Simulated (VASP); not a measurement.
## SiC (Moissanite 3C): band structure with HSE06

**What was measured.**

“Insight into the structural, elastic and electronic properties of a new orthorhombic 6O-SiC polytype”, 2020, pmc:7200658 quotes, for a bulk crystal of SiC: band gap 2.4 eV (indirect).

The system is SiC (Moissanite 3C).

```
Si C
1.0
     0.00000    2.17900    2.17900
     2.17900    0.00000    2.17900
     2.17900    2.17900    0.00000
Si C
1 1
Direct
  0.00000 0.00000 0.00000
  0.25000 0.25000 0.25000
```

- Program: VASP 6.6.1
- Task: band structure
- Functional: HSE06
- Potentials or basis: VASP PAW PBE potentials, release 64 (Si, C)
- Cutoff: 520 eV
- k mesh: 10 × 10 × 10
- Occupations: gaussian, width 0.03 eV
- Spin: no spin polarisation
- Grid for exact exchange (PRECFOCK): Fast
- Screening parameter: 0.2 1/A
- Further INCAR settings: ALGO = Normal; EDIFF = 1e-06

- Pressure: -1.8 GPa
- Band gap on the k mesh: 2.25 eV, indirect (least direct gap 5.75 eV)
- Band gap along the path: 2.25 eV, indirect (least direct gap 5.75 eV)

Levels at points of the mesh, in eV from the valence-band top:
```
           k point  band 1  band 2  band 3  band 4  band 5  band 6  band 7  band 8
(0.00, 0.00, 0.00)  -16.99    0.00    0.00    0.00    7.55    8.61    8.61    8.61
(0.50, 0.00, 0.00)  -13.14   -9.36   -1.16   -1.16    6.66    8.50    8.50   11.58
(0.50, 0.50, 0.00)  -11.58   -8.54   -3.50   -3.50    2.25    5.39   15.96   15.96
```

It took 3.4 min on 8 MPI ranks on Intel(R) Xeon(R) Platinum 8488C (Sapphire Rapids), with other jobs on the host, peak memory 0.3 GiB a rank.

A measured gap of SiC is 2.4 eV (indirect; quoted in “Insight into the structural, elastic and electronic properties of a new orthorhombic 6O-SiC polytype”, 2020, pmc:7200658); the calculated 2.25 eV misses it by -0.15 eV. The value is that of HSE06, without temperature or zero-point motion.

Caveat: the PAW data sets were made with another functional, which shifts forces and pressure a little.
